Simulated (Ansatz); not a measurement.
**ZnS: stress in a strained cell**

Aim: deform ZnS (equal xy, yz and zx engineering shear strains of -3 %) and compute stress, forces and field gradients with LAPW, PAW and all-electron datasets made for the crystal.

Method: DFT PBEsol, scalar-relativistic, in Ansatz 0.2.0.

## (1) The starting structure

It takes space group P6_3mc (No. 186, hexagonal). Conventional cell: a = 3.811 Å, b = 3.811 Å, c = 6.234 Å, α = 90.00°, β = 90.00°, γ = 120.00°. Around Zn (site symmetry 3m) lie 4 S at 2.31 to 2.40 Å. S (site symmetry 3m) has 4 Zn at 2.31 to 2.40 Å as nearest neighbours.

Coordinates:

```xyz
4
Lattice="3.8110 0.0000 0.0000 -1.9055 3.3004 0.0000 0.0000 0.0000 6.2340" Properties=species:S:1:pos:R:3 pbc="T T T"
Zn    0.0000    2.2003    0.0000
Zn    1.9055    1.1001    3.1170
S     0.0000    2.2003    2.4001
S     1.9055    1.1001    5.5171
```

Atoms are numbered in the order of the input: Zn1, Zn2, S3, S4.

## (2) After the deformation

Space group P6_3mc before, P1 after.

## (3) Full-potential LAPW

input.yaml reads:

```yaml
crystal:
  lattice:
    - [3.8109987816, -0.0571649817, -0.0571649817]
    - [-1.9550057172, 3.3290042495, -0.0209238355]
    - [-0.09351, -0.09351, 6.234]
  atoms:
    - { symbol: Zn, position: [0.3333333333, 0.6666666667, 0.0] }
    - { symbol: Zn, position: [0.6666666667, 0.3333333333, 0.5] }
    - { symbol: S, position: [0.3333333333, 0.6666666667, 0.385] }
    - { symbol: S, position: [0.6666666667, 0.3333333333, 0.885] }
kpoints:
  mp_grid: { grid: [8, 8, 5] }
  band_path:
    path:
      - [0.0, 0.0, 0.0]
      - [0.0, 0.0, 0.5]
      - [-0.5, 0.5, 0.0]
      - [0.0, 0.0, 0.0]
      - [0.0, -0.5, 0.0]
      - [-0.5, 0.0, 0.5]
      - [0.0, 0.0, 0.0]
      - [-0.5, 0.0, 0.0]
      - [0.0, -0.5, 0.5]
    npoints: 5
scf:
  occupations: { method: fermi_dirac, width: 0.03 }
hamiltonian:
  xc: pbesol
  pseudopotentials: { kind: all_electron, lapw: { basis_error: 0.001 } }
output:
  forces: true
  stress: true
  eigenvalues: true
```

On the command line:

```
$ ansatz run input.yaml --threads 1 --pin off --max-ram 6144MiB --backend cpu --events-out ev --progress --plain --runs-dir out
```

Log (excerpt; [...] marks lines left out):

```text
LAPW: plane waves up to 8.972 Å⁻¹, error target 1.0e-3 eV per atom; small_component_spin mean_spin; S in spheres of 1.005 Å, 14 of its electrons in bands, Dirac shells []; Zn in spheres of 1.254 Å, 20 of its electrons in bands, Dirac shells []
[...]
Pseudopotentials: kind: all_electron
Pseudopotential: Zn, LAPW, valence charge 20, Koelling and Harmon's equation, gaussian nucleus
Pseudopotential: S, LAPW, valence charge 14, Koelling and Harmon's equation, gaussian nucleus
Functional definition: PBEsol
[...]
Crystal: 4 atoms, lattice volume = 78.357 Å³
Basis set: ecut = 306.71310894438767 eV, 973 PW (Γ), exchange–correlation at level 2
Bands: 41, of which v1, the nominal top of the filled ones, is band 34 counted from 1 (33 counted from 0)
Symmetry: 1 space group operations
Space group: P1 (ITA 1), of the structure as read, at distance tolerance 4.3e-5 Å
k-points: 162 of 320 (time reversal used)
[...]
SCF iter   1: F=—  HF=-119364.922039 eV  |F-HF|=—  |Δ(HF+E_count)|=         —  Δρ=3.95e-2  dr2=1.94e0  ethr=2.85e-3  ⟨swp⟩=2.0  Hψ=45114  notcnv=0
[...]
the basis was enlarged: its passes take 256.5 KiB over the memory plan, 1 of 1 planned eigensolver slots
[...]
SCF iter  11: F=-119364.076623 eV  HF=-119364.076623 eV  |F-HF|=6.40e-10  |Δ(HF+E_count)|=    0.00e0  Δρ=1.76e-6  dr2=3.64e-9  ethr=1.17e-10  ⟨swp⟩=3.0  Hψ=19716  notcnv=0
[...]
NSCF: frozen V_eff on 41 k-points
SCF converged after 11 iterations
Free energy (F): -119364.076623 eV
[...]
E sigma→0 (E₀):  -119364.076623 eV
Fermi energy:    8.413347 eV
[...]
--- Forces (eV/Å), atoms counted from 1 ---
  atom   1  Zn     0.29660244     0.13186818     0.32194798
  atom   2  Zn    -0.04896907     0.11284276     0.30780110
  atom   3  S      0.09599344    -0.11282166    -0.30221668
  atom   4  S     -0.34362644    -0.13188872    -0.32753430
[...]
--- Stress (GPa, compression-positive) ---
       -0.489737       1.765260       1.113511
        1.765260      -0.538220       1.109399
        1.113511       1.109399      -2.423403
  P = ⅓ Tr σ = -1.1505 GPa (-11.505 kbar)
--- Band table (eV; the first three rows and the last of 162) ---
[...]
```

It took 3.4 min on 1 thread of Intel Xeon Platinum 8488C (Sapphire Rapids), shared host; peak memory 1 GiB.

This run gives: pressure -1.15 GPa; gap 2.00 eV, direct at Γ; largest force 0.493 eV/Å.

## (4) Frozen-core PAW

input.yaml reads:

```yaml
crystal:
  lattice:
    - [3.8109987816, -0.0571649817, -0.0571649817]
    - [-1.9550057172, 3.3290042495, -0.0209238355]
    - [-0.09351, -0.09351, 6.234]
  atoms:
    - { symbol: Zn, position: [0.3333333333, 0.6666666667, 0.0] }
    - { symbol: Zn, position: [0.6666666667, 0.3333333333, 0.5] }
    - { symbol: S, position: [0.3333333333, 0.6666666667, 0.385] }
    - { symbol: S, position: [0.6666666667, 0.3333333333, 0.885] }
kpoints:
  mp_grid: { grid: [8, 8, 5] }
scf:
  occupations: { method: fermi_dirac, width: 0.03 }
hamiltonian:
  xc: pbesol
  pseudopotentials: { kind: paw }
output:
  forces: true
  stress: true
  eigenvalues: true
  efg: { contact_densities: true }
```

On the command line:

```
$ ansatz run input.yaml --threads 1 --pin off --max-ram 6144MiB --backend cpu --events-out ev --progress --plain --runs-dir out
```

Log (excerpt; [...] marks lines left out):

```text
[...]
Pseudopotentials: kind: paw
Pseudopotential: Zn, paw, valence charge 12, recommended cutoff 420 eV (normal)
Pseudopotential: S, paw, valence charge 6, recommended cutoff 420 eV (normal)
Functional definition: PBEsol
[...]
Crystal: 4 atoms, lattice volume = 78.357 Å³
Basis set: ecut = 420 eV, 1537 PW (Γ), exchange–correlation on 54×54×90 points (8 copies of the dense FFT grid, shifted against one another)
Bands: 22, of which v1, the nominal top of the filled ones, is band 18 counted from 1 (17 counted from 0)
Symmetry: 1 space group operations
Space group: P1 (ITA 1), of the structure as read, at distance tolerance 4.3e-5 Å
k-points: 162 of 320 (time reversal used)
[...]
SCF iter   1: F=—  HF=-8334.821765 eV  |F-HF|=—  |Δ(HF+E_count)|=         —  Δρ=5.36e-3  dr2=2.58e-2  ethr=1.77e-3  ⟨swp⟩=6.2  Hψ=17673  notcnv=0
[...]
--- Stress (GPa, compression-positive) ---
       -0.496331       1.768039       1.114899
        1.768039      -0.545122       1.110853
        1.114899       1.110853      -2.434656
  P = ⅓ Tr σ = -1.1587 GPa (-11.587 kbar)
--- PAW observables at the nuclei: V_zz in 10²¹ V/m², potentials from the cell's mean, atoms counted from 1 ---
  atom   1  Zn V_zz =    -2.116116   η = 0.8040   by run symmetry: allowed
            electrostatic potential = -3941.509200 V   contact ρ = 166267.750751 e/Å³
  atom   2  Zn V_zz =    +1.953348   η = 0.5186   by run symmetry: allowed
            electrostatic potential = -3941.512704 V   contact ρ = 166267.646142 e/Å³
  atom   3  S  V_zz =    -1.262937   η = 0.3735   by run symmetry: allowed
            electrostatic potential = -1632.890533 V   contact ρ = 19698.065999 e/Å³
  atom   4  S  V_zz =    -1.040982   η = 0.4603   by run symmetry: allowed
            electrostatic potential = -1632.890399 V   contact ρ = 19698.063614 e/Å³
--- Band table (eV; the first three rows and the last of 162) ---
[... band rows left out ...]
[...]
```

Run time: 19 s. Hardware: 1 thread of Intel Xeon Platinum 8488C (Sapphire Rapids), shared host; peak memory 0.54 GiB.

In short: pressure -1.16 GPa; gap on the k mesh 2.00 eV; largest force 0.493 eV/Å; Vzz Zn1 -2.12 (η = 0.80), Zn2 1.95 (η = 0.52), S3 -1.26 (η = 0.37), S4 -1.04 (η = 0.46) (10²¹ V/m²).

## (5) All-electron PAW on datasets made for the crystal

Edit input.yaml of step 4 so:

```diff
@@ -16,3 +16,3 @@
   xc: pbesol
-  pseudopotentials: { kind: paw }
+  pseudopotentials: { kind: all_electron, datasets: crystal }
 output:
```

On the command line:

```
$ ansatz run input.yaml --threads 1 --pin off --max-ram 6144MiB --backend cpu --events-out ev --progress --plain --runs-dir out
```

Log (excerpt; [...] marks lines left out):

```text
[...]
Pseudopotentials: kind: all_electron
Pseudopotential: Zn, paw, valence charge 20, recommended cutoff 300 eV (normal), Koelling and Harmon's equation, gaussian nucleus
Pseudopotential: S, paw, valence charge 6, recommended cutoff 300 eV (normal), Koelling and Harmon's equation, gaussian nucleus
Functional definition: PBEsol
[...]
Crystal: 4 atoms, lattice volume = 78.357 Å³
Basis set: ecut = 300 eV, 945 PW (Γ), exchange–correlation on 48×48×72 points (8 copies of the dense FFT grid, shifted against one another)
Bands: 22, of which v1, the nominal top of the filled ones, is band 18 counted from 1 (17 counted from 0)
Symmetry: 1 space group operations
Space group: P1 (ITA 1), of the structure as read, at distance tolerance 4.3e-5 Å
k-points: 162 of 320 (time reversal used)
[...]
--- PAW observables at the nuclei: V_zz in 10²¹ V/m², potentials from the cell's mean, atoms counted from 1 ---
  atom   1  Zn V_zz =    -2.112772   η = 0.8029   by run symmetry: allowed
            electrostatic potential = -3939.827944 V   contact ρ = 166337.580630 e/Å³
  atom   2  Zn V_zz =    +1.951562   η = 0.5177   by run symmetry: allowed
            electrostatic potential = -3939.830687 V   contact ρ = 166337.476292 e/Å³
  atom   3  S  V_zz =    -1.257087   η = 0.3725   by run symmetry: allowed
            electrostatic potential = -1631.409716 V   contact ρ = 19715.996960 e/Å³
  atom   4  S  V_zz =    -1.039383   η = 0.4616   by run symmetry: allowed
            electrostatic potential = -1631.408766 V   contact ρ = 19715.994587 e/Å³
--- Band table (eV; the first three rows and the last of 162) ---
  k-point 0: bands = ["-5.8976", "-4.9534", "0.8934", "0.9041", "0.9596", "0.9683", "0.9878", "1.3788", "1.3842", "1.4567", "1.4639", "1.6212", "2.0910", "6.3890", "6.4982", "7.2453", "7.2547", "7.4129", "9.4121", "10.1883"]
[...]
```

It took 70 s on 1 thread of Intel Xeon Platinum 8488C (Sapphire Rapids), shared host; peak memory 1.4 GiB.

Read from it: pressure -1.16 GPa; gap on the k mesh 2.00 eV; largest force 0.493 eV/Å; Vzz Zn1 -2.11 (η = 0.80), Zn2 1.95 (η = 0.52), S3 -1.26 (η = 0.37), S4 -1.04 (η = 0.46) (10²¹ V/m²).

## (6) Stress and forces compared

Stress (GPa, compression positive):

```csv
method,xx,yy,zz,yz,xz,xy
LAPW,-0.49,-0.54,-2.42,1.11,1.11,1.77
PAW,-0.50,-0.55,-2.43,1.11,1.11,1.77
crystal datasets,-0.49,-0.54,-2.43,1.11,1.11,1.77
```

Forces (eV/Å):

```csv
atom,LAPW x,LAPW y,LAPW z,PAW x,PAW y,PAW z,crystal datasets x,crystal datasets y,crystal datasets z
Zn1,0.297,0.132,0.322,0.297,0.132,0.322,0.297,0.132,0.322
Zn2,-0.049,0.113,0.308,-0.049,0.113,0.308,-0.049,0.113,0.308
S3,0.096,-0.113,-0.302,0.096,-0.113,-0.302,0.096,-0.113,-0.302
S4,-0.344,-0.132,-0.328,-0.344,-0.132,-0.328,-0.344,-0.132,-0.328
```

```
          method  pressure (GPa)  gap on the k mesh (eV)  largest force (eV/Å)  Vzz Zn1 (10²¹ V/m²)  Vzz Zn2 (10²¹ V/m²)  Vzz S3 (10²¹ V/m²)  SCF cycles, all passes
            LAPW           -1.15                    2.00                 0.493                    –                    –                   –                      11
             PAW           -1.16                    2.00                 0.493                -2.12                 1.95               -1.26                       7
crystal datasets           -1.16                    2.00                 0.493                -2.11                 1.95               -1.26                      11
```

## (7) Outcome

```
                                 quantity                                              value
                                 pressure  LAPW -1.15, PAW -1.16, crystal datasets -1.16 GPa
largest shear or deviatoric stress (LAPW)                                           1.77 GPa
```

In words: The largest part of the stress beyond the pressure is 1.77 GPa in size, in the xy component; the atoms are carried along and not relaxed. No run of the undeformed cell stands beside it, so the pressure holds what the given cell had before the change. PAW: stress within 0.01 GPa of LAPW, forces within 1 meV/Å. Crystal datasets: stress within 0.01 GPa of LAPW, forces within 1 meV/Å.
